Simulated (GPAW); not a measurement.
CdF2:

```
Cd F
1.0
     0.00000    2.69400    2.69400
     2.69400    0.00000    2.69400
     2.69400    2.69400    0.00000
Cd F
1 2
Cartesian
  0.0000 0.0000 0.0000
  4.0410 4.0410 4.0410
  1.3470 1.3470 1.3470
```

Program: GPAW 26.7.0. Alike in all runs: no spin polarisation; cell as given; cutoff (eV) 800; smearing fermi-dirac 0.05 eV.

Question: Order these runs on this cell by their band gap on the k mesh, lowest first.
A. level TB-mBJ; potentials or basis GPAW PAW data sets for LDA (gpaw-data 1.2.1), pw; k mesh 10 × 10 × 10
B. level PBEsol; potentials or basis PAW data sets generated in the run's folder for this functional, pw; k mesh 9 × 9 × 9; band path GXWKGLUWLK,UX; band points 80
C. level r2SCAN; potentials or basis GPAW PAW data sets (gpaw-data 1.2.1), pw; k mesh 9 × 9 × 9; band path GXWKGLUWLK,UX; band points 80

Answer: B (2.93 eV), C (3.79 eV), A (6.59 eV).

Caveats: a model potential gives levels but no total energy (some runs).

A k mesh can miss the band edges, odd and even meshes differently.

Runs at the PBE level aren't shown here.
